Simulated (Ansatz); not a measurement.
# Pt (Im-3m) in Ansatz: reference runs

Aim: a first look at Pt with PBEsol, on the cell as given and on a disturbed one, then over a range of volumes.

Program: Ansatz 0.2.0. These are calculated values, not measurements. Logs are shortened: lines on timing, memory, paths and dates and some standing lists are left out, and cuts for length are marked.

### 1 The crystal as given

It takes space group Im-3m (No. 229, cubic). Conventional cell: a = 3.168 Å, b = 3.168 Å, c = 3.168 Å, α = 90.00°, β = 90.00°, γ = 90.00°. Around Pt (site symmetry m-3m) lie 8 Pt at 2.74 Å.

This isn't the form of Pt at room conditions, which is fcc.

### 2 Single point, PBEsol

Input file input.yaml:

```yaml
crystal:
  lattice:
    - [-1.58422, 1.58422, 1.58422]
    - [1.58422, -1.58422, 1.58422]
    - [1.58422, 1.58422, -1.58422]
  atoms:
    - { symbol: Pt, position: [0.0, 0.0, 0.0] }
hamiltonian:
  xc: pbesol
  pseudopotentials: { kind: paw }
kpoints:
  mp_grid: { grid: [12, 12, 12] }
scf:
  occupations: { method: fermi_dirac, width: 0.05 }
output:
  forces: true
  stress: true
  eigenvalues: true
```

Potentials or basis: Ansatz PAW.

Run with:

```sh
$ ansatz run input.yaml --threads 2 --pin off --max-ram 5632MiB --backend cpu --events-out ev --progress --plain --runs-dir out
```

Standard output:

```text
Warning: RAYON_NUM_THREADS=2 ignored (pool sized by the plan → 2); use --threads N
Engine: ansatz 0.2.0, x86_64-unknown-linux-gnu
Pseudopotentials: kind: paw
Pseudopotential: Pt, paw, valence charge 18, recommended cutoff 420 eV (normal), Pt.paw.azcp
Functional definition: PBEsol
  exchange = pbesol_x
  correlation = pbesol_c
Crystal: 1 atoms, lattice volume = 15.904 Å³
Basis set: ecut = 420 eV, 321 PW (Γ), exchange–correlation on 40×40×40 points (8 copies of the dense FFT grid, shifted against one another)
Bands: 13, of which v1, the nominal top of the filled ones, is band 9 counted from 1 (8 counted from 0)
Symmetry: 48 space group operations
Space group: Im-3m (ITA 229), of the structure as read, at distance tolerance 2.5e-5 Å
k-points: 72 of 1728
Non-local potential: Pt, projectors of the file, l = 0: 3, l = 1: 2, l = 2: 2, l = 3: 1
PAW form: soft (Blöchl's): semilocal exchange-correlation on the pseudo side does not see the compensation charge
PAW frozen core: Pt, regenerated for the run's functional, and the local potential with it (the file was generated under x = pbe(κ = 0.804, μ = 0.2195149727645171), c = pbe(β = 0.06672455060314922))
PAW one-centre angular grid: Pt, 590 points (default); XC on 64 Gauss nodes
Initial density: superposition of atomic densities (neutral atoms: chi_scale 0, normalization atom), corrected by the library's trained network
Initial wavefunctions: pseudopotential atomic-orbital guess
Functional: x = pbesol(κ = 0.804, μ = 0.12345679012345678), c = pbesol(β = 0.046)
SCF iter   1: F=—  HF=-12383.700387 eV  |F-HF|=—  |Δ(HF+E_count)|=         —  Δρ=5.11e-3  dr2=2.78e-3  ethr=1.77e-3  ⟨swp⟩=5.0  Hψ=5191  notcnv=0
preconditioner: auto → none  [metal: Δε(μ)=0.087 eV  Ē_g=13.521 eV  σ=0.050 eV  W_gap=0.41  n_scr=0 (ndim 8)  ℏωp=29.4 eV  f_vac=0.000  D(μ)=0.69/eV (n_scr^D=0)]
SCF iter   2: F=—  HF=-12383.699797 eV  |F-HF|=—  |Δ(HF+E_count)|=   5.91e-4  Δρ=1.92e-3  dr2=1.73e-4  ethr=1.54e-5  ⟨swp⟩=2.4  Hψ=1992  notcnv=0
SCF iter   3: F=—  HF=-12383.699821 eV  |F-HF|=—  |Δ(HF+E_count)|=   2.40e-5  Δρ=9.99e-4  dr2=3.29e-5  ethr=9.59e-7  ⟨swp⟩=2.5  Hψ=1447  notcnv=0
SCF iter   4: F=—  HF=-12383.699850 eV  |F-HF|=—  |Δ(HF+E_count)|=   2.89e-5  Δρ=1.67e-4  dr2=8.62e-7  ethr=1.83e-7  ⟨swp⟩=2.0  Hψ=1384  notcnv=0
iter 5 did not close the SCF: its close was put off for the readings that it lacked (scf_convergence_deferred on its scf_iter line)
SCF iter   5: F=-12383.699851 eV  HF=-12383.699851 eV  |F-HF|=5.55e-9  |Δ(HF+E_count)|=   1.02e-6  Δρ=1.70e-5  dr2=1.10e-8  ethr=4.79e-9  ⟨swp⟩=2.2  Hψ=1412  notcnv=0
SCF iter   6: F=-12383.699851 eV  HF=-12383.699851 eV  |F-HF|=7.28e-12  |Δ(HF+E_count)|=   6.54e-9  Δρ=8.32e-7  dr2=3.22e-11  ethr=6.10e-11  ⟨swp⟩=1.1  Hψ=2814  notcnv=0
SCF 1 converged in 6 iterations: F = -12383.699851 eV  dr2 = 3.22e-11
SCF converged after 6 iterations
Free energy (F): -12383.699851 eV
Harris-Foulkes:  -12383.699851 eV  (|F-HF|=7.28e-12)
Internal energy: -12383.693596 eV  (E = F + TS)
E sigma→0 (E₀):  -12383.696723 eV
Entropy (-TS):   -0.006255 eV (-6.255 meV/atom)
Fermi energy:    21.353074 eV
--- Per-component energies (eV) ---
  E_band       = -155.519775
  E_kinetic    = 636.650243
  E_local      = -1534.118393  (includes V_loc(G=0)·N_el)
  E_nonlocal   = 203.244138
  E_hartree    = 565.611619
  E_xc         = -259.667209
  E_vxc        = -301.514062  (∫ρ·V_xc dr)
  E_paw        = -9316.340094  (= ΣΔE_a)
  E_vpaw       = -291.005266  (= ΣTr[D̂ρ^β])
  E_aug_tail   = 0.000186  (compensation charges beyond the density's cutoff)
  E_ewald      = -2679.361068
  E_core_change = 0.286981  (= ΣΔE_core)
  E_smearing   = -0.006255  (= −TS)
  E_closure    = 0.000000  (closes the sum)
  Σ components = -12383.699851   (vs F -12383.699851, Δ=0.00e0)
--- Forces (eV/Å), atoms counted from 1 ---
  atom   1  Pt    -0.00000000     0.00000000    -0.00000000
  max |Σ_I F_I| component: 6.88e-32 eV/Å
--- Stress (GPa, compression-positive) ---
      -11.205959      -0.000000      -0.000000
        0.000000     -11.205959       0.000000
        0.000000      -0.000000     -11.205959
  P = ⅓ Tr σ = -11.2060 GPa (-112.060 kbar)
--- Band table (eV; the first three rows and the last of 72) ---
  k-point 0: bands = ["-76.6868", "-30.6657", "-30.6657", "-30.6657", "11.9131", "17.9589", "17.9589", "17.9589", "20.4520", "20.4520", "38.4311", "38.4311", "38.4311"]
  k-point 1: bands = ["-76.6849", "-30.6931", "-30.6753", "-30.6655", "12.1935", "17.8504", "17.9576", "18.1832", "20.3161", "20.4598", "38.5450", "38.6206", "38.8363"]
  k-point 2: bands = ["-76.6797", "-30.7675", "-30.7015", "-30.6650", "12.9766", "17.5658", "17.9309", "18.8325", "20.0786", "20.4905", "38.2855", "38.4382", "39.9873"]
  k-point 71: bands = ["-76.6354", "-30.9655", "-30.9655", "-30.9655", "15.3903", "15.3903", "21.9475", "21.9475", "21.9475", "29.0116", "29.0116", "29.0116", "34.0551"]
```

Run time: 0.44 s. Hardware: 2 threads of Intel Xeon 6975P-C (Granite Rapids), shared host; peak memory 0.32 GiB.

Results:

```yaml
Free_energy: -12383.6999 eV
Pressure: -11.2 GPa
Band_gap_on_the_k_mesh: none (metal or under the smearing width)
```

Levels at points of the mesh, in eV from the Fermi level:
| k point | band 7 | band 8 | band 9 | band 10 | band 11 | band 12 |
| --- | --- | --- | --- | --- | --- | --- |
| (0.00, 0.00, 0.00) | -3.39 | -3.39 | -0.90 | -0.90 | 17.08 | 17.08 |
| (0.00, 0.00, -0.50) | -1.09 | -0.58 | 0.28 | 1.12 | 6.29 | 13.26 |
| (-0.50, -0.50, -0.50) | 0.59 | 0.59 | 0.59 | 7.66 | 7.66 | 7.66 |

Caveat: the PAW data sets come from PBE, with cores solved anew for the run's functional, which leaves a small shift of forces and pressure. Spin-orbit coupling is left out, which matters for the levels of Pt.

### 3 Single point, PBEsol (cell strained at random at fixed volume)

Input file input.yaml:

```yaml
crystal:
  lattice:
    - [-1.517923, 1.612567, 1.572658]
    - [1.584375, -1.591215, 1.617757]
    - [1.523578, 1.59687, -1.551306]
  atoms:
    - { symbol: Pt, position: [-0.012312, -0.008861, -0.012486] }
hamiltonian:
  xc: pbesol
  pseudopotentials: { kind: paw }
kpoints:
  mp_grid: { grid: [12, 12, 12] }
scf:
  occupations: { method: fermi_dirac, width: 0.05 }
output:
  forces: true
  stress: true
  eigenvalues: true
```

Potentials or basis: Ansatz PAW.

Run with:

```sh
$ ansatz run input.yaml --threads 2 --pin off --max-ram 5632MiB --backend cpu --events-out ev --progress --plain --runs-dir out
```

Standard output:

```text
Warning: RAYON_NUM_THREADS=2 ignored (pool sized by the plan → 2); use --threads N
[... 6 set-up lines as earlier in the session ...]
Crystal: 1 atoms, lattice volume = 15.904 Å³
Basis set: ecut = 420 eV, 321 PW (Γ), exchange–correlation on 40×40×40 points (8 copies of the dense FFT grid, shifted against one another)
Bands: 13, of which v1, the nominal top of the filled ones, is band 9 counted from 1 (8 counted from 0)
Symmetry: 2 space group operations
Space group: P-1 (ITA 2), of the structure as read, at distance tolerance 2.5e-5 Å
k-points: 868 of 1728
[... 3 set-up lines as earlier in the session ...]
[... 25 lines left out ...]
  E_nonlocal   = 203.254279
  E_hartree    = 566.133474
  E_xc         = -259.683530
  E_vxc        = -301.535507  (∫ρ·V_xc dr)
  E_paw        = -9316.351623  (= ΣΔE_a)
  E_vpaw       = -291.025479  (= ΣTr[D̂ρ^β])
  E_aug_tail   = 0.000186  (compensation charges beyond the density's cutoff)
  E_ewald      = -2678.799785
  E_core_change = 0.286981  (= ΣΔE_core)
  E_smearing   = -0.007065  (= −TS)
  E_closure    = 0.000000  (closes the sum)
  Σ components = -12383.688538   (vs F -12383.688538, Δ=0.00e0)
--- Forces (eV/Å), atoms counted from 1 ---
  atom   1  Pt     0.00000000     0.00000000     0.00000000
  max |Σ_I F_I| component: 0.00e0 eV/Å
--- Stress (GPa, compression-positive) ---
      -12.368190      -0.147322      -5.745613
       -0.147322      -9.484411      -1.946062
       -5.745613      -1.946062     -10.308485
  P = ⅓ Tr σ = -10.7204 GPa (-107.204 kbar)
--- Band table (eV; the first three rows and the last of 868) ---
  k-point 0: bands = ["-76.6885", "-30.6796", "-30.6627", "-30.6563", "11.9128", "17.5828", "18.0034", "18.2657", "20.2960", "20.6356", "38.0488", "38.2470", "39.0035"]
  k-point 1: bands = ["-76.6866", "-30.6978", "-30.6748", "-30.6631", "12.1948", "17.6202", "17.9768", "18.3645", "20.2537", "20.5531", "38.2865", "38.5366", "39.1721"]
  k-point 2: bands = ["-76.6813", "-30.7702", "-30.7025", "-30.6643", "12.9822", "17.4648", "17.9474", "18.8677", "20.1257", "20.4920", "38.3500", "38.3795", "39.9421"]
  k-point 867: bands = ["-76.6362", "-31.0119", "-30.9748", "-30.9181", "15.3713", "15.3989", "21.6553", "21.9236", "22.2552", "28.6361", "28.8292", "29.6239", "34.0631"]
```

Run time: 2.7 s. Hardware: 2 threads of Intel Xeon 6975P-C (Granite Rapids), shared host; peak memory 0.5 GiB.

Results:

```yaml
Free_energy: -12383.6885 eV
Pressure: -10.7 GPa
Band_gap_on_the_k_mesh: none (metal or under the smearing width)
```

Levels at points of the mesh, in eV from the Fermi level:
```csv
k point,band 5,band 6,band 7,band 8,band 9,band 10,band 11,band 12,band 13
"(0.00, 0.00, 0.00)",-9.46,-3.79,-3.37,-3.11,-1.08,-0.74,16.67,16.87,17.63
"(0.00, 0.00, -0.50)",-6.50,-4.91,-1.08,-0.51,0.28,1.05,6.32,13.14,15.72
"(0.00, -0.50, 0.00)",-6.57,-5.08,-0.84,-0.33,0.05,0.94,5.87,13.37,15.79
"(0.00, -0.50, -0.50)",-6.50,-4.62,-1.36,-0.76,0.23,1.09,6.28,13.29,16.28
"(-0.50, 0.00, 0.00)",-6.55,-4.71,-1.27,-0.63,0.05,0.98,5.96,13.47,16.44
"(-0.50, 0.00, -0.50)",-6.43,-4.82,-1.17,-0.70,0.65,1.29,6.91,12.81,15.20
"(-0.50, -0.50, 0.00)",-6.49,-4.90,-1.09,-0.53,0.33,1.10,6.37,12.97,15.79
"(-0.50, -0.50, -0.50)",-6.01,-5.98,0.28,0.55,0.88,7.26,7.45,8.25,12.69
```

Caveat: the PAW data sets come from PBE, with cores solved anew for the run's functional, which leaves a small shift of forces and pressure. The run has no spin-orbit coupling, so splittings on Pt are missing.

(Part 1 of 2 ends here.)
